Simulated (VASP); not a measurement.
## Ge3N4: relaxation of cell and atoms with LDA

The system is Ge3N4.

```
Ge N
1.0
     8.05093    0.00000    0.00000
    -4.02547    6.97231    0.00000
     0.00000    0.00000    3.08352
Ge N
6 8
Direct
  0.82915 0.23548 0.75000
  0.59366 0.82915 0.25000
  0.23548 0.40634 0.25000
  0.76452 0.59366 0.75000
  0.40634 0.17085 0.75000
  0.17085 0.76452 0.25000
  0.66667 0.33333 0.75000
  0.33333 0.66667 0.25000
  0.66963 0.97272 0.75000
  0.69691 0.66963 0.25000
  0.97272 0.30309 0.25000
  0.02728 0.69691 0.75000
  0.33037 0.02728 0.25000
  0.30309 0.33037 0.75000
```

The cell is a database's computed one.

| Property | Result |
| --- | --- |
| Program | VASP 6.6.1 |
| Task | relaxation of cell and atoms |
| Functional | LDA |
| Potentials or basis | VASP PAW LDA potentials, release 64 (Ge_d, N) |
| Cutoff | 600 eV |
| k mesh | 6 × 6 × 9 |
| Occupations | gaussian, width 0.03 eV |
| Spin | no spin polarisation |
| Further INCAR settings | ALGO = Normal; EDIFF = 1e-06; IBRION = 2; EDIFFG = -0.01; NSW = 90; ISIF = 3 |

```
Relaxed volume                         : 12.14 Å³/atom
Relaxed cell                           : a = 8.003 Å, b = 8.003 Å, c = 3.063 Å, α = 90.00°, β = 90.00°, γ = 120.00°
Space group after relaxing (to 0.05 Å) : P6_3/m (No. 176)
Energy gained by relaxing              : 2.6 meV/atom
Ionic steps                            : 17
Pressure after relaxing                : 0.1 GPa
Largest force after relaxing           : 0.008 eV/Å
Band gap on the k mesh                 : 2.35 eV, direct
```

Forces on the atoms (eV/Å):
```
Ge   0.007  0.002  0.000
Ge   0.002  0.008  0.000
Ge   0.006 -0.005  0.000
Ge  -0.006  0.005  0.000
Ge  -0.002 -0.008  0.000
Ge  -0.007 -0.002  0.000
N    0.000  0.000  0.000
N    0.000  0.000  0.000
N    0.005 -0.005  0.000
N    0.006  0.002  0.000
N   -0.002 -0.006  0.000
N    0.002  0.006  0.000
N   -0.005  0.005  0.000
N   -0.006 -0.002  0.000
```

Step by step:
| step | energy change (eV) | largest force (eV/Å) | pressure (GPa) | volume (Å³) |
| --- | --- | --- | --- | --- |
| 1 | 0.0000 | 0.0264 | -3.53 | 173.09 |
| 2 | 0.0238 | 0.1046 | 5.14 | 166.35 |
| 3 | -0.0330 | 0.0469 | 0.09 | 170.08 |
| 4 | -0.0330 | 0.0460 | -0.04 | 170.16 |
| 5 | -0.0335 | 0.0432 | -0.02 | 170.13 |
| 6 | -0.0336 | 0.0583 | -0.04 | 170.11 |
| 7 | -0.0339 | 0.0509 | 0.01 | 170.09 |
| 8 | -0.0345 | 0.0338 | 0.09 | 170.02 |
| 9 | -0.0348 | 0.0507 | 0.13 | 169.89 |
| 10 | -0.0348 | 0.0415 | 0.09 | 169.92 |
| 11 | -0.0351 | 0.0329 | 0.07 | 169.93 |
| 12 | -0.0354 | 0.0242 | -0.02 | 169.95 |
| 13 | -0.0355 | 0.0221 | 0.03 | 169.94 |
| 14 | -0.0356 | 0.0187 | 0.04 | 169.92 |
| 15 | -0.0357 | 0.0126 | -0.10 | 169.97 |
| 16 | -0.0357 | 0.0129 | -0.06 | 169.97 |
| 17 | -0.0358 | 0.0078 | 0.05 | 169.92 |

Final structure:
```
Ge N
1.0
     8.00315    0.00000    0.00000
    -4.00158    6.93093    0.00000
     0.00000    0.00000    3.06337
Ge N
6 8
Direct
  0.83081 0.23748 0.75000
  0.59333 0.83081 0.25000
  0.23748 0.40667 0.25000
  0.76252 0.59333 0.75000
  0.40667 0.16919 0.75000
  0.16919 0.76252 0.25000
  0.66667 0.33333 0.75000
  0.33333 0.66667 0.25000
  0.66949 0.97460 0.75000
  0.69490 0.66949 0.25000
  0.97460 0.30510 0.25000
  0.02540 0.69490 0.75000
  0.33051 0.02540 0.25000
  0.30510 0.33051 0.75000
```

Levels at points of the mesh, in eV from the valence-band top:
```tsv
k point	band 59	band 60	band 61	band 62	band 63	band 64	band 65	band 66
(0.00, 0.00, 0.00)	-0.89	-0.44	-0.25	0.00	2.35	3.53	3.53	3.60
(0.50, 0.00, 0.00)	-1.12	-0.52	-0.13	-0.06	3.29	3.58	3.85	3.89
```

Wall time 16 min on 4 MPI ranks on Intel(R) Xeon(R) Platinum 8488C (Sapphire Rapids), with other jobs on the host, peak memory 0.57 GiB a rank.

Caveat: an odd mesh through Γ misses points on the zone boundary, where band edges often lie.
